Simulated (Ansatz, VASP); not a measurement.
**Two plane-wave programs on Os**

```
CELL_PARAMETERS angstrom
0.00000 1.88103 1.88103
1.88103 0.00000 1.88103
1.88103 1.88103 0.00000
ATOMIC_POSITIONS crystal
Os 0.00000 0.00000 0.00000
```

Alike in both runs: task single point; functional PBEsol; k mesh 20 × 20 × 20; occupations gaussian, width 0.1 eV; no spin polarisation.

|  | VASP | Ansatz |
| --- | --- | --- |
| version | VASP 6.6.1 | Ansatz 0.2.0 |
| potentials or method | VASP PAW PBE potentials, release 64 (Os) | scalar-relativistic, plane waves, PAW |
| plane-wave cutoff (eV) | 520 | 420 |
| valence electrons in the cell | 8 | 16 |

```tsv
	VASP	Ansatz	Ansatz less VASP
gap on the k mesh at the Fermi level (eV)	none	none	-
pressure (GPa)	23.2	21.9	-1.29
```

A gap of «none» marks a metal or a gap that the smearing closes. The two sets of potentials don't hold the same shells in valence.

Caveats: so large a pressure means that the cell lies far from this level's equilibrium, or that cutoff or potentials fall short (VASP); the potentials were made for another functional, which shifts forces and pressure (VASP). The runs have no spin-orbit coupling, so splittings on Os are missing.
